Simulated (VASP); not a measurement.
Write the native input for VASP 6.6.1 that does the following.

```
Task                               : band structure
Functional                         : HSE06
Potentials or basis                : VASP PAW PBE potentials, release 64 (P)
Cutoff                             : 520 eV
k mesh                             : 6 × 1 × 4
Occupations                        : gaussian, width 0.02 eV
Spin                               : no spin polarisation
Ladder                             : gaps
Grid for exact exchange (PRECFOCK) : Fast
Screening parameter                : 0.2 1/A
Further INCAR settings             : ALGO = Normal; EDIFF = 1e-07; NBANDS = 18
```

The system is P, a slab with vacuum.

```
P
1.0
     3.28373    0.00000    0.00000
     0.00000   34.85703    0.00000
     0.00000    0.00000    4.63208
P
4
Direct
  0.50000 0.97026 0.90785
  0.50000 0.02974 0.09215
  0.00000 0.02974 0.40785
  0.00000 0.97026 0.59215
```

The slab is cut from a database's or a generator's crystal, which needn't be the stable form of the element.

The input as run:

POSCAR

```
P
1.0
    3.2837277200      0.0000000000      0.0000000000
    0.0000000000     34.8570309900      0.0000000000
    0.0000000000      0.0000000000      4.6320847100
P
4
Direct
    0.5000000000      0.9702614300      0.9078492800
    0.5000000000      0.0297385700      0.0921507200
    0.0000000000      0.0297385700      0.4078492800
    0.0000000000      0.9702614300      0.5921507200
```

INCAR.step1

```
  PREC = Accurate
  ENCUT = 520
  EDIFF = 1E-5
  ISMEAR = 0
  SIGMA = 0.02
  LREAL = F
  LASPH = T
  NELM = 100
  ALGO = Normal
  ISIF = 2
  LWAVE = T
  LCHARG = F
  NBANDS = 18
  GGA = PE
  KPAR = 4
```

INCAR.step2

```
  PREC = Accurate
  ENCUT = 520
  EDIFF = 1E-7
  ISMEAR = 0
  SIGMA = 0.02
  LREAL = F
  LASPH = T
  NELM = 100
  ALGO = Normal
  ISIF = 2
  LWAVE = F
  LCHARG = F
  GGA = PE
  LHFCALC = T
  HFSCREEN = 0.2
  PRECFOCK = Fast
  NBANDS = 18
  ISTART = 1
  KPAR = 4
```

KPOINTS

```
Automatic mesh
0
Gamma
  6 1 4
```

KPOINTS_OPT

```
path GXSYGZURTZ,YT,UX,SR
8
line-mode
reciprocal
 0.0000000000  0.0000000000  0.0000000000  G
-0.5000000000  0.0000000000  0.0000000000  X

-0.5000000000  0.0000000000  0.0000000000  X
-0.5000000000  0.0000000000 -0.5000000000  S

-0.5000000000  0.0000000000 -0.5000000000  S
 0.0000000000  0.0000000000 -0.5000000000  Y

 0.0000000000  0.0000000000 -0.5000000000  Y
 0.0000000000  0.0000000000  0.0000000000  G

 0.0000000000  0.0000000000  0.0000000000  G
 0.0000000000 -0.5000000000  0.0000000000  Z

 0.0000000000 -0.5000000000  0.0000000000  Z
-0.5000000000 -0.5000000000  0.0000000000  U

-0.5000000000 -0.5000000000  0.0000000000  U
-0.5000000000 -0.5000000000 -0.5000000000  R

-0.5000000000 -0.5000000000 -0.5000000000  R
 0.0000000000 -0.5000000000 -0.5000000000  T

 0.0000000000 -0.5000000000 -0.5000000000  T
 0.0000000000 -0.5000000000  0.0000000000  Z

 0.0000000000  0.0000000000 -0.5000000000  Y
 0.0000000000 -0.5000000000 -0.5000000000  T

-0.5000000000 -0.5000000000  0.0000000000  U
-0.5000000000  0.0000000000  0.0000000000  X

-0.5000000000  0.0000000000 -0.5000000000  S
-0.5000000000 -0.5000000000 -0.5000000000  R
```

Potentials or basis: VASP PAW PBE potentials, release 64 (P).

Run with:

```bash
$ cat potpaw_PBE.64/P/POTCAR > POTCAR
$ cp INCAR.step1 INCAR
$ mpirun -np 4 vasp_std > vasp.out
$ cp INCAR.step2 INCAR
$ mpirun -np 4 vasp_std > vasp.out
```

Results of the run:

```yaml
Largest_force: 0.139 eV/Å
Band_gap_on_the_k_mesh: 1.64 eV, direct
Band_gap_along_the_path: 1.64 eV, direct
```

Caveat: the PAW data sets were made with another functional, which shifts forces and pressure a little.

It took 24 min on 4 MPI ranks on AMD EPYC 9R45 96-Core Processor (Zen 5), on a shared host, peak memory 0.86 GiB a rank.
